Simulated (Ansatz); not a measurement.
# CdSe: the cost of one run

Program: Ansatz 0.2.0. Level of theory: DFT PBE, scalar-relativistic, plane waves, PAW. These are calculated values, not measurements.

## (1) The structure to begin with

Symmetry: Fm-3m, No. 225, cubic system. Conventional cell: a = 5.748 Å, b = 5.748 Å, c = 5.748 Å, α = 90.00°, β = 90.00°, γ = 90.00°. Cd (site symmetry m-3m) is surrounded by 6 Se at 2.87 Å. Se (site symmetry m-3m) is surrounded by 6 Cd at 2.87 Å.

As a file:

```cif
data_structure
_symmetry_space_group_name_H-M 'P 1'
_symmetry_Int_Tables_number 1
_cell_length_a 4.0644
_cell_length_b 4.0644
_cell_length_c 4.0644
_cell_angle_alpha 60.000
_cell_angle_beta 60.000
_cell_angle_gamma 60.000
_cell_volume 47.48
loop_
_atom_site_label
_atom_site_type_symbol
_atom_site_fract_x
_atom_site_fract_y
_atom_site_fract_z
_atom_site_occupancy
Cd1 Cd 0.00000 0.00000 0.00000 1
Se1 Se 0.50000 0.50000 0.50000 1
```

## (2) First run, at the start cell

File input.yaml:

```yaml
crystal:
  lattice:
    - [0.0, 2.873958, 2.873958]
    - [2.873958, 0.0, 2.873958]
    - [2.873958, 2.873958, 0.0]
  atoms:
    - { symbol: Cd, position: [0.0, 0.0, 0.0] }
    - { symbol: Se, position: [0.5, 0.5, 0.5] }
basis:
  ecutwfc: 420
  ecutrho_ratio: 4
kpoints:
  mp_grid: { grid: [10, 10, 10] }
hamiltonian:
  xc: pbe
scf:
  occupations: { method: gaussian, width: 0.05 }
output:
  forces: true
  stress: true
  eigenvalues: true
```

On the command line:

```console
$ ansatz run input.yaml --threads 1 --pin off --max-ram 2560MiB --backend cpu --events-out ev --progress --plain --runs-dir out
```

Q: Estimate wall time and peak memory on 1 thread of Intel Xeon at 2.70GHz, shared host.

About 2.9 s, with a peak of 0.37 GiB.
